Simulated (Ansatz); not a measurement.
# LiCl: vibrational free energy, entropy and heat capacity

Method: Ansatz, DFT PBE, scalar-relativistic, plane waves, PAW. Plane waves to 420 eV; Γ-centred k mesh 8×8×8; fixed occupations. No spin polarisation. Phonons by linear response, acoustic sum rule imposed.

Relaxed structure:
```xyz
2
Lattice="0.0000 2.7578 2.7578 2.7578 0.0000 2.7578 2.7578 2.7578 0.0000" Properties=species:S:1:pos:R:3 pbc="T T T"
Li    0.0000    0.0000    0.0000
Cl    1.3789    1.3789    1.3789
```

The structure comes from a generated guess, relaxed at this level; another structure or a mixture of phases may lie lower.

Force constants from linear response on a 4×4×4 q mesh, interpolated to a fine mesh.

Question: How much zero-point energy does an atom carry?

Answer: 41.1 meV.

Question: How large are the vibrational entropy and heat capacity at 300 K?

Answer: S = 3.50 k_B and C_V = 2.68 k_B per atom, 89 % of the Dulong–Petit value.

Question: Tabulate them against temperature.

Answer:
```tsv
T (K)	F_vib (meV/atom)	S (k_B/atom)	C_V (k_B/atom)
100	37.5	1.11	1.50
200	21.8	2.47	2.37
300	-4.1	3.50	2.68
400	-37.8	4.29	2.81
500	-77.6	4.93	2.88
600	-122.4	5.45	2.91
700	-171.3	5.91	2.94
800	-224.0	6.30	2.95
900	-279.8	6.65	2.96
1000	-338.4	6.96	2.97
```
